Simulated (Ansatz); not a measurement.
A relaxation computed with Ansatz, from input to last step.

```yaml
crystal:
  lattice:
    - [3.9448428829, 0.0, 0.0]
    - [-1.9724214414, 3.4163341505, 0.0]
    - [0.0, 0.0, 7.2139923053]
  atoms:
    - { symbol: Mg, position: [0.0, 0.0, 0.0] }
    - { symbol: I, position: [0.3333333333, 0.6666666667, 0.7600444435] }
    - { symbol: I, position: [0.6666666667, 0.3333333333, 0.2399555565] }
basis:
  ecutwfc: 420
kpoints:
  mp_grid: { grid: [6, 6, 4] }
hamiltonian:
  xc: pbesol
scf:
  occupations: { method: gaussian, width: 0.02 }
output:
  forces: true
  stress: true
  eigenvalues: true
relax:
  adjacent_minimum: "off"
  f_tol: 0.008
  max_steps: 40
  cell: { stress_tol: 0.015, fix: [a, b, gamma] }
```

```bash
ansatz run input.yaml --threads 1 --pin off --max-ram 2560MiB --backend cpu --events-out ev --progress --plain --runs-dir out
```

Method: DFT PBEsol, scalar-relativistic, plane waves, PAW in Ansatz 0.2.0.

Of 5 frames 4 are shown, positions in Å and forces in eV/Å; the SCF threshold varies from step to step. Steps run on the plane waves of an earlier cell, with a Pulay correction in the pressure. The basis is chosen afresh for the last frame, the zero of the energies, and at times for earlier ones too; energy and pressure can step there, also at an unchanged geometry. Where two frames share a geometry here, they differ by under 2 meV/atom and 0.3 GPa.

```xyz
3
Lattice="3.9448 0.0000 0.0000 -1.9724 3.4163 0.0000 0.0000 0.0000 7.2140" Properties=species:S:1:pos:R:3:forces:R:3 pbc="T T T" step=1 free_energy_over_end_meV_per_atom=0.04 pressure_GPa=2.12
Mg    0.0000    0.0000    0.0000    0.0000    0.0000    0.0000
I     0.0000    2.2776    5.4830    0.0000    0.0000   -0.0246
I     1.9724    1.1388    1.7310    0.0000    0.0000    0.0246
3
Lattice="3.9448 0.0000 0.0000 -1.9724 3.4163 0.0000 0.0000 0.0000 7.2063" Properties=species:S:1:pos:R:3:forces:R:3 pbc="T T T" step=2 free_energy_over_end_meV_per_atom=0.02 pressure_GPa=1.99
Mg    0.0000    0.0000    0.0000    0.0000    0.0000    0.0000
I     0.0000    2.2776    5.4677    0.0000    0.0000    0.0183
I     1.9724    1.1388    1.7386    0.0000    0.0000   -0.0183
3
Lattice="3.9448 0.0000 0.0000 -1.9724 3.4163 0.0000 0.0000 0.0000 7.2040" Properties=species:S:1:pos:R:3:forces:R:3 pbc="T T T" step=3 free_energy_over_end_meV_per_atom=-0.01 pressure_GPa=2.05
Mg    0.0000    0.0000    0.0000    0.0000    0.0000    0.0000
I     0.0000    2.2776    5.4685    0.0000    0.0000    0.0009
I     1.9724    1.1388    1.7355    0.0000    0.0000   -0.0009
3
Lattice="3.9448 0.0000 0.0000 -1.9724 3.4163 0.0000 0.0000 0.0000 7.1939" Properties=species:S:1:pos:R:3:forces:R:3 pbc="T T T" step=5 free_energy_over_end_meV_per_atom=0.00 pressure_GPa=2.06
Mg    0.0000    0.0000    0.0000    0.0000    0.0000    0.0000
I     0.0000    2.2776    5.4589    0.0000    0.0000   -0.0002
I     1.9724    1.1388    1.7351    0.0000    0.0000    0.0002
```

Time: 19 s on 1 thread of Arm Neoverse V1 (shared host), peak memory 0.37 GiB.

The cell holds layers, and where no dispersion correction was added their binding is poorly described.